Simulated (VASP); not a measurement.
# Al2O3 (P-6m2) in VASP: a series of runs

Runs on Al2O3. Level: PBE. Tasks: single point.

Program: VASP 6.6.1. These are calculated values, not measurements. Logs are shortened: lines on timing, memory, paths and dates and some standing lists are left out, and cuts for length are marked.

## Step 1: The structure

It takes space group P-6m2 (No. 187, hexagonal). Conventional cell: a = 2.884 Å, b = 2.884 Å, c = 9.337 Å, α = 90.00°, β = 90.00°, γ = 120.00°. Al (site symmetry 3m) is surrounded by 3 O at 1.80 Å. O (site symmetry 3m) has 3 Al at 1.80 Å as nearest neighbours. Around O (site symmetry -6m2) lie 6 Al at 2.18 Å.

Measurements of this composition are mostly on another form, of space group No. 167.

## Step 2: Single point, PBE

The input, INCAR:

```
  ADDGRID = False
  ALGO = Normal
  EDIFF = 1E-7
  ENCUT = 400
  GGA = PE
  ISIF = 2
  ISMEAR = 0
  LASPH = True
  LCHARG = False
  LREAL = False
  LWAVE = False
  NELM = 100
  PREC = Accurate
  SIGMA = 0.05
```

The input, KPOINTS:

```
k-points
0
Gamma
  8 8 2
```

The input, POSCAR:

```
Al2O3
1.0
    2.8843249483      0.0000000000      0.0000000000
   -1.4421624742      2.4978986780      0.0000000000
    0.0000000000      0.0000000000      9.3367544600
Al O
2 3
Direct
    0.0000000000      0.0000000000      0.8500076700
    0.0000000000      0.0000000000      0.1499923300
    0.3333333333      0.6666666667      0.7776830800
    0.6666666667      0.3333333333      0.0000000000
    0.3333333333      0.6666666667      0.2223169200
```

Potentials or basis: VASP PAW PBE potentials, release 64 (Al, O_s).

On the command line:

```sh
$ cat potpaw_PBE.64/Al/POTCAR potpaw_PBE.64/O_s/POTCAR > POTCAR
$ mpirun -np 1 vasp_std > vasp.out
```

OUTCAR:

```text
EDIFF = 1E-7
   ENCUT = 400
   GGA = PE
   ISIF = 2
   ISMEAR = 0
   LASPH = True
   LREAL = False
   NELM = 100
   PREC = Accurate

 Found     20 irreducible k-points:

 Following reciprocal coordinates:
            Coordinates               Weight
  0.000000  0.000000  0.000000      1.000000
  0.125000 -0.000000  0.000000      6.000000
  0.250000 -0.000000  0.000000      6.000000
  0.375000  0.000000  0.000000      6.000000
  0.500000 -0.000000  0.000000      3.000000
  0.125000  0.125000  0.000000      6.000000
   k-points           NKPTS =     20   k-points in BZ     NKDIM =     20   number of bands    NBANDS=     16
   number of dos      NEDOS =    301   number of ions     NIONS =      5
   total plane-waves  NPLWV =  25600
   dimension x,y,z NGX =    20 NGY =   20 NGZ =   64
   dimension x,y,z NGXF=    40 NGYF=   40 NGZF=  128
   ions per type =               2   3
   NGX,Y,Z   is equivalent  to a cutoff of  11.53, 11.53, 11.40 a.u.
   NGXF,Y,Z  is equivalent  to a cutoff of  23.06, 23.06, 22.79 a.u.
 SYSTEM =  unknown system
   PREC   = accura    normal or accurate (medium, high low for compatibility)
   ISTART =      0    job   : 0-new  1-cont  2-samecut
   ICHARG =      2    charge: 1-file 2-atom 10-const
   ISPIN  =      1    spin polarized calculation?
   LNONCOLLINEAR =      F non collinear calculations
   LSORBIT =      F    spin-orbit coupling
   LASPH  =      T    aspherical Exc in radial PAW
   ENCUT  =  400.0 eV  29.40 Ry    5.42 a.u.   4.70  4.70 15.23*2*pi/ulx,y,z
   NELM   =    100;   NELMIN=  2; NELMDL= -5     # of ELM steps
   EDIFF  = 0.1E-06   stopping-criterion for ELM
   LREAL  =      F    real-space projection
   EDIFFG = 0.1E-05   stopping-criterion for IOM
   NSW    =      0    number of steps for IOM
   IBRION =     -1    ionic relax: 0-MD 1-quasi-New 2-CG
   NFREE  =      0    steps in history (QN), initial steepest desc. (CG)
   ISIF   =      2    stress and relaxation
   ISYM   =      2    0-nonsym 1-usesym 2-fastsym
   POTIM  = 0.5000    time-step for ionic-motion
   TEBEG  =    0.0;   TEEND  =   0.0 temperature during run
   PSTRESS=    0.0 pullay stress
   NELECT =      24.0000    total number of electrons
   NUPDOWN=      -1.0000    fix difference up-down
   EMIN   =  10.00;   EMAX   =-10.00  energy-range for DOS
   EFERMI =   0.00;   METHOD = LEGACY
   ISMEAR =     0;   SIGMA  =   0.05  broadening in eV -4-tet -1-fermi 0-gaus
   EFERMI_NEDOS =   21; number of points for ismear=-14 and -15
   IALGO  =     38    algorithm
   IMIX   =      4    mixing-type and parameters
     AMIX     =   0.40;   BMIX     =  1.00
     AMIX_MAG =   1.60;   BMIX_MAG =  1.00
  volume/ion in A,a.u.               =      13.45        90.79
  Fermi-wavevector in a.u.,A,eV,Ry     =   1.161111  2.194181 18.343074  1.348178
  Thomas-Fermi vector in A             =   2.297686
   LORBIT       =      0    0 simple, 1 ext, 2 COOP (PROOUT), +10 PAW based schemes
   GGA     = PE    functional components
   LHFCALC =     F    Hartree Fock is set to
   AEXX    =    0.0000 exact exchange contribution
   IVDW    =     0    specifies the selected vdW correction
   LEPSILON=     F    determine dielectric tensor
   LRPA    =     F    only Hartree local field effects (RPA)
 non-spin polarized calculation
 Gauss-broadening in eV      SIGMA  =   0.05
  energy-cutoff  :      400.00
  volume of cell :       67.27
 maximum number of plane-waves:      1243
 NGX is ok and might be reduce to    20
   NGX =  9   NGY =  9   NGZ = 31

 number of electron      24.0000003 magnetization

 Free energy of the ion-electron system (eV)
  ---------------------------------------------------
  ext. energy  EPLUGINS =         0.00000000
  ---------------------------------------------------
  free energy    TOTEN  =       -36.31770267 eV

  energy without entropy =      -36.31770267  energy(sigma->0) =      -36.31770267

 E-fermi :   1.3394     XC(G=0):  -8.5356

 val. band max:        1.1132997242   @ k =   0.1250   0.1250   0.0000
 cond. band min:       5.8679131742   @ k =   0.0000   0.0000   0.0000
 fundamental gap:      4.7546134500
 Fermi energy:         1.3393908007

 k-point     1 :       0.0000    0.0000    0.0000
  band No.  band energies     occupation
      1     -17.6028      2.00000
      2     -16.5753      2.00000
      3     -15.3944      2.00000
      4      -3.8465      2.00000
      5      -0.9748      2.00000
      6      -0.3679      2.00000
      7      -0.3679      2.00000
      8      -0.1358      2.00000
      9      -0.1358      2.00000
     10       0.5686      2.00000
     11       0.5686      2.00000
     12       0.8764      2.00000
     13       5.8679      0.00000
     14       8.5514      0.00000
     15       8.9367      0.00000
     16      10.2715      0.00000

 k-point     2 :       0.1250   -0.0000    0.0000
  band No.  band energies     occupation
      1     -17.4146      2.00000
      2     -16.4355      2.00000
      3     -15.3278      2.00000
      4      -3.7471      2.00000
      5      -1.4955      2.00000
      6      -0.8444      2.00000
      7      -0.7878      2.00000
      8      -0.5542      2.00000
      9      -0.2502      2.00000
     10       0.1660      2.00000
     11       0.5166      2.00000
     12       1.0814      2.00000
     13       6.7119      0.00000
     14       8.9686      0.00000
     15       9.4539      0.00000
     16      10.7779      0.00000

 k-point     3 :       0.2500   -0.0000    0.0000
  band No.  band energies     occupation
      1     -16.9006      2.00000
      2     -16.0752      2.00000
      3     -15.1882      2.00000
      4      -3.7517      2.00000
      5      -2.9426      2.00000
      6      -1.9118      2.00000
      7      -1.6650      2.00000
      8      -0.9444      2.00000
      9      -0.5119      2.00000
     10       0.1992      2.00000
     11       0.3578      2.00000
     12       1.0445      2.00000
     13       8.1265      0.00000
     14       9.7633      0.00000
     15      10.2914      0.00000
     16      11.5449      0.00000

 k-point     4 :       0.3750    0.0000    0.0000
  band No.  band energies     occupation
      1     -16.2327      2.00000
      2     -15.6754      2.00000
      3     -15.1378      2.00000
      4      -4.3296      2.00000
      5      -4.2992      2.00000
      6      -2.8870      2.00000
      7      -1.4785      2.00000
      8      -1.2814      2.00000
      9      -0.7559      2.00000
     10       0.1799      2.00000
     11       0.4481      2.00000
     12       0.6610      2.00000
     13       8.7937      0.00000
     14      10.1939      0.00000
     15      10.3459      0.00000
     16      11.8228      0.00000

 k-point     5 :       0.5000   -0.0000    0.0000
  band No.  band energies     occupation
      1     -15.8219      2.00000
      2     -15.4953      2.00000
      3     -15.2284      2.00000
      4      -4.8343      2.00000
      5      -4.6768      2.00000
      6      -3.2616      2.00000
      7      -1.4099      2.00000
      8      -1.1012      2.00000
      9      -0.8523      2.00000
     10       0.1041      2.00000
     11       0.3207      2.00000
     12       0.5645      2.00000
     13       8.8752      0.00000
     14       9.9574      0.00000
     15      10.1736      0.00000
     16      12.1393      0.00000

 k-point     6 :       0.1250    0.1250    0.0000
  band No.  band energies     occupation
      1     -17.0628      2.00000
      2     -16.1847      2.00000
      3     -15.2236      2.00000
      4      -3.6806      2.00000
      5      -2.3191      2.00000
      6      -1.8509      2.00000
      7      -1.4813      2.00000
      8      -0.7653      2.00000
      9      -0.5391      2.00000
     10       0.1890      2.00000
     11       0.2869      2.00000
     12       1.1133      2.00000
     13       7.8475      0.00000
     14       9.5759      0.00000
     15      10.2234      0.00000
     16      11.5597      0.00000

 [... further k-points ...]

------------------------ aborting loop because EDIFF is reached ----------------------------------------

  FORCE on cell =-STRESS in cart. coord.  units (eV):
  Direction    XX          YY          ZZ          XY          YZ          ZX
  --------------------------------------------------------------------------------------
  -------------------------------------------------------------------------------------
  Total        0.2113052      0.2113052     -0.1420199     -0.0000000      0.0000000      0.0000000
  in kB        5.0327546      5.0327546     -3.3825556     -0.0000000      0.0000000      0.0000000
  external PRESSURE =       2.2276512 kB  Pullay stress =       0.0000000 kB

 VOLUME and BASIS-vectors are now :
 -----------------------------------------------------------------------------
  energy-cutoff  :      400.00
  volume of cell :       67.27
      direct lattice vectors                 reciprocal lattice vectors
     2.884324948  0.000000000  0.000000000     0.346701574  0.200168247  0.000000000
    -1.442162474  2.497898678  0.000000000     0.000000000  0.400336494  0.000000000
     0.000000000  0.000000000  9.336754460     0.000000000  0.000000000  0.107103598

 POSITION                                       TOTAL-FORCE (eV/Angst)
 -----------------------------------------------------------------------------------
      0.00000      0.00000      7.93631         0.000000      0.000000     -0.062676
      0.00000      0.00000      1.40044         0.000000      0.000000      0.062676
     -0.00000      1.66527      7.26104         0.000000     -0.000000      0.038132
      1.44216      0.83263      0.00000        -0.000000      0.000000      0.000000
     -0.00000      1.66527      2.07572         0.000000     -0.000000     -0.038132
 -----------------------------------------------------------------------------------
    total drift:                               -0.000000      0.000000     -0.000000

  FREE ENERGIE OF THE ION-ELECTRON SYSTEM (eV)
  ---------------------------------------------------
  free  energy   TOTEN  =       -36.3177026661 eV

  energy  without entropy=      -36.3177026661  energy(sigma->0) =      -36.31770267
```

It took 23 s on 1 thread of AMD EPYC 9R45 (Zen 5), shared host; peak memory 0.13 GiB.

These settings aren't checked as converged: the numbers below hold their error.

What came out:

```yaml
Free_energy: -36.3177 eV
Pressure: 0.2 GPa
Largest_force: 0.063 eV/Å
Band_gap_on_the_k_mesh: 4.75 eV, indirect (least direct gap 4.99 eV)
```

## Step 3: Single point, PBE

INCAR, as its differences from that of step 2:

```diff
@@ -13,2 +13,2 @@
   PREC = Accurate
-  SIGMA = 0.05
+  SIGMA = 0.2
```

KPOINTS is that of step 2.

POSCAR is that of step 2.

Potentials or basis: VASP PAW PBE potentials, release 64 (Al, O_s).

On the command line:

```sh
$ cat potpaw_PBE.64/Al/POTCAR potpaw_PBE.64/O_s/POTCAR > POTCAR
$ mpirun -np 1 vasp_std > vasp.out
```

OUTCAR:

```text
EDIFF = 1E-7
   ENCUT = 400
   GGA = PE
   ISIF = 2
   ISMEAR = 0
   LASPH = True
   LREAL = False
   NELM = 100
   PREC = Accurate

 Found     20 irreducible k-points:

 Following reciprocal coordinates:
            Coordinates               Weight
  0.000000  0.000000  0.000000      1.000000
  0.125000 -0.000000  0.000000      6.000000
  0.250000 -0.000000  0.000000      6.000000
  0.375000  0.000000  0.000000      6.000000
[... 189 lines left out ...]
     16      11.5597      0.00000

 [... further k-points ...]
[... 5 lines left out ...]
  --------------------------------------------------------------------------------------
  -------------------------------------------------------------------------------------
  Total        0.2113052      0.2113052     -0.1420199     -0.0000000      0.0000000      0.0000000
  in kB        5.0327545      5.0327545     -3.3825544     -0.0000000      0.0000000      0.0000000
  external PRESSURE =       2.2276515 kB  Pullay stress =       0.0000000 kB

 VOLUME and BASIS-vectors are now :
 -----------------------------------------------------------------------------
  energy-cutoff  :      400.00
  volume of cell :       67.27
      direct lattice vectors                 reciprocal lattice vectors
     2.884324948  0.000000000  0.000000000     0.346701574  0.200168247  0.000000000
    -1.442162474  2.497898678  0.000000000     0.000000000  0.400336494  0.000000000
     0.000000000  0.000000000  9.336754460     0.000000000  0.000000000  0.107103598

 POSITION                                       TOTAL-FORCE (eV/Angst)
 -----------------------------------------------------------------------------------
      0.00000      0.00000      7.93631        -0.000000     -0.000000     -0.062676
      0.00000      0.00000      1.40044        -0.000000     -0.000000      0.062676
     -0.00000      1.66527      7.26104         0.000000      0.000000      0.038132
      1.44216      0.83263      0.00000         0.000000     -0.000000     -0.000000
     -0.00000      1.66527      2.07572        -0.000000      0.000000     -0.038132
 -----------------------------------------------------------------------------------
    total drift:                               -0.000000      0.000000     -0.000000

  FREE ENERGIE OF THE ION-ELECTRON SYSTEM (eV)
  ---------------------------------------------------
  free  energy   TOTEN  =       -36.3177026661 eV

  energy  without entropy=      -36.3177026661  energy(sigma->0) =      -36.31770267
```

OSZICAR:

```text
N       E                     dE             d eps       ncg     rms          rms(c)
DAV:   1     0.120559547273E+03    0.12056E+03   -0.11014E+04   640   0.112E+03
DAV:   2    -0.358390181491E+02   -0.15640E+03   -0.15224E+03   696   0.340E+02
DAV:   3    -0.408659255572E+02   -0.50269E+01   -0.50187E+01   912   0.653E+01
[... 26 lines left out ...]
DAV:  30    -0.363177025250E+02    0.43982E-05   -0.13585E-05   720   0.375E-02    0.132E-02
DAV:  31    -0.363177031039E+02   -0.57894E-06   -0.28829E-07   680   0.623E-03    0.100E-02
DAV:  32    -0.363177027749E+02    0.32898E-06   -0.16714E-07   472   0.475E-03    0.516E-03
DAV:  33    -0.363177026722E+02    0.10273E-06   -0.12595E-07   432   0.312E-03    0.248E-03
DAV:  34    -0.363177026661E+02    0.60879E-08   -0.12292E-08   320   0.986E-04
   1 F= -.36317703E+02 E0= -.36317703E+02  d E =-.281419E-10
```

stdout:

```text
POSCAR found type information on POSCAR AlO
 POSCAR found :  2 types and       5 ions
 scaLAPACK will be used
 LDA part: xc-table for (Slater+PW92), standard interpolation
 POSCAR, INCAR and KPOINTS ok, starting setup
 FFT: planning ... GRIDC
 FFT: planning ... GRID_SOFT
 FFT: planning ... GRID
 WAVECAR not read
 entering main loop
```

It took 23 s on 1 thread of AMD EPYC 9R45 (Zen 5), shared host; peak memory 0.13 GiB.

The run converged, but some of its settings lie outside the range that counts as converged, so its numbers aren't taken as properties of the crystal.

Results:

- Free energy: -36.3177 eV
- Pressure: 0.2 GPa
- Largest force: 0.063 eV/Å
- Band gap on the k mesh: 4.75 eV, indirect (least direct gap 4.99 eV)

## Step 4: Single point, PBE

INCAR, as its differences from that of step 3:

```diff
@@ -13,2 +13,2 @@
   PREC = Accurate
-  SIGMA = 0.2
+  SIGMA = 0.01
```

KPOINTS is that of step 3.

POSCAR is that of step 3.

On the command line:

```sh
$ cat potpaw_PBE.64/Al/POTCAR potpaw_PBE.64/O_s/POTCAR > POTCAR
$ mpirun -np 1 vasp_std > vasp.out
```

It took 23 s on 1 thread of AMD EPYC 9R45 (Zen 5), shared host; peak memory 0.13 GiB.

The run converged, but some of its settings lie outside the range that counts as converged, so its numbers aren't taken as properties of the crystal.

What came out:

```yaml
Free_energy: -36.3177 eV
Pressure: 0.2 GPa
Largest_force: 0.063 eV/Å
Band_gap_on_the_k_mesh: 4.75 eV, indirect (least direct gap 4.99 eV)
```

## Step 5: Single point, PBE

INCAR, as its differences from that of step 4:

```diff
@@ -12,3 +12,3 @@
   NELM = 100
-  PREC = Accurate
-  SIGMA = 0.01
+  PREC = Normal
+  SIGMA = 0.05
```

KPOINTS is that of step 4.

POSCAR is that of step 4.

On the command line:

```sh
$ cat potpaw_PBE.64/Al/POTCAR potpaw_PBE.64/O_s/POTCAR > POTCAR
$ mpirun -np 1 vasp_std > vasp.out
```

Run time: 13 s. Hardware: 1 thread of AMD EPYC 9R45 (Zen 5), shared host; peak memory 0.1 GiB.

The run converged, but some of its settings lie outside the range that counts as converged, so its numbers aren't taken as properties of the crystal.

What came out:

* Free energy: -36.3179 eV
* Pressure: 0.2 GPa
* Largest force: 0.062 eV/Å
* Band gap on the k mesh: 4.75 eV, indirect (least direct gap 4.99 eV)

(Continued in part 2 of 2.)
